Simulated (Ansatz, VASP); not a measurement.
## CdTe in VASP and in Ansatz

```
CELL_PARAMETERS angstrom
0.00000 3.30385 3.30385
3.30385 0.00000 3.30385
3.30385 3.30385 0.00000
ATOMIC_POSITIONS crystal
Cd 0.00000 0.00000 0.00000
Te 0.75000 0.75000 0.75000
```

Change from the starting cell: volume scaled by 1.02.

Alike in both runs: task single point; functional PBEsol; k mesh 7 × 7 × 7; occupations fermi-dirac, width 0.01 eV; no spin polarisation.

```csv
,VASP,Ansatz
version,VASP 6.6.1,Ansatz 0.2.0
potentials or method,"VASP PAW PBE potentials, release 64 (Cd, Te), cutoff 520 eV","all-electron LAPW, scalar-relativistic"
```

Ansatz gave:

| Property | Result |
| --- | --- |
| gap on the k mesh at the Fermi level (eV) | 0.49 |
| pressure (GPa) | -2.0 |

Which values does VASP return?

gap on the k mesh at the Fermi level (eV): 0.49; pressure (GPa): -1.8.

Ansatz ran all-electron here, so the differences hold the error of VASP's frozen core and of both bases.

Caveats: the PAW data sets were made with another functional, which shifts forces and pressure a little (VASP); spin-orbit coupling is left out, which moves the levels of the heavy elements.
